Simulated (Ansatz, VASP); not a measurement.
Given: the input of a run of VASP 6.6.1 on SnSe.

INCAR

```
PREC = Accurate
ENCUT = 520
EDIFF = 1E-7
ISMEAR = 0
SIGMA = 0.013000000000000001
LREAL = False
LASPH = True
NELM = 100
ALGO = Fast
ISIF = 2
LWAVE = False
LCHARG = True
GGA = PE
LELF = True
LVHAR = True
```

The input KPOINTS:

```
regular mesh
0
Gamma
  3 6 6
```

POSCAR

```
SnSe
1.0
   11.4200000000      0.0000000000      0.0000000000
    0.0000000000      4.1900000000      0.0000000000
    0.0000000000      0.0000000000      4.4600000000
Sn Se
4 4
Direct
    0.8770000000      0.7500000000      0.9090000000
    0.6230000000      0.2500000000      0.4090000000
    0.3770000000      0.7500000000      0.5910000000
    0.1230000000      0.2500000000      0.0910000000
    0.6430000000      0.7500000000      0.9840000000
    0.8570000000      0.2500000000      0.4840000000
    0.1430000000      0.7500000000      0.5160000000
    0.3570000000      0.2500000000      0.0160000000
```

Potentials or basis: VASP PAW PBE potentials, release 64 (Sn_d, Se).

Launch:

```console
$ cat potpaw_PBE.64/Sn_d/POTCAR potpaw_PBE.64/Se/POTCAR > POTCAR
$ mpirun -np 1 vasp_std > vasp.out
```

**Question.** Translate it to Ansatz 0.2.0. Potentials there: Ansatz PAW.

**Answer.** As run (the cutoff follows the program's own potentials):

input.yaml

```yaml
crystal:
  lattice:
    - [11.42, 0.0, 0.0]
    - [0.0, 4.19, 0.0]
    - [0.0, 0.0, 4.46]
  atoms:
    - { symbol: Sn, position: [0.877, 0.75, 0.909] }
    - { symbol: Sn, position: [0.623, 0.25, 0.409] }
    - { symbol: Sn, position: [0.377, 0.75, 0.591] }
    - { symbol: Sn, position: [0.123, 0.25, 0.091] }
    - { symbol: Se, position: [0.643, 0.75, 0.984] }
    - { symbol: Se, position: [0.857, 0.25, 0.484] }
    - { symbol: Se, position: [0.143, 0.75, 0.516] }
    - { symbol: Se, position: [0.357, 0.25, 0.016] }
hamiltonian:
  xc: pbe
  pseudopotentials: { kind: paw }
kpoints:
  mp_grid: { grid: [3, 6, 6] }
scf:
  occupations: { method: gaussian, width: 0.013 }
output:
  forces: true
  stress: true
  eigenvalues: true
```

Potentials or basis: Ansatz PAW.

The run is started by

```console
$ ansatz run input.yaml --threads 4 --pin off --max-ram 11264MiB --backend cpu --events-out ev --progress --plain --runs-dir out
```

Both were run:

|  | VASP | Ansatz | Ansatz less VASP |
| --- | --- | --- | --- |
| gap on the k mesh at the Fermi level (eV) | 0.54 | 0.54 | +0.005 |
| least direct gap on the mesh (eV) | 0.70 | 0.71 | +0.009 |
| pressure (GPa) | 2.4 | 2.4 | -0.03 |
| largest component of the traceless stress (GPa) | 1.85 | 1.82 | -0.024 |
| rms of the force components (eV/Å) | 0.173 | 0.165 | -0.0074 |

Atom by atom the forces differ by 0.009 eV/Å (rms over components). The two sets of potentials don't hold the same shells in valence.

Caveats: spin-orbit coupling is left out, which moves the levels of the heavy elements; an odd mesh through Γ misses points on the zone boundary, where band edges often lie (VASP); odd divisions of the mesh miss points on the zone boundary, where band edges often lie, so the gap on the mesh can be too wide (Ansatz).
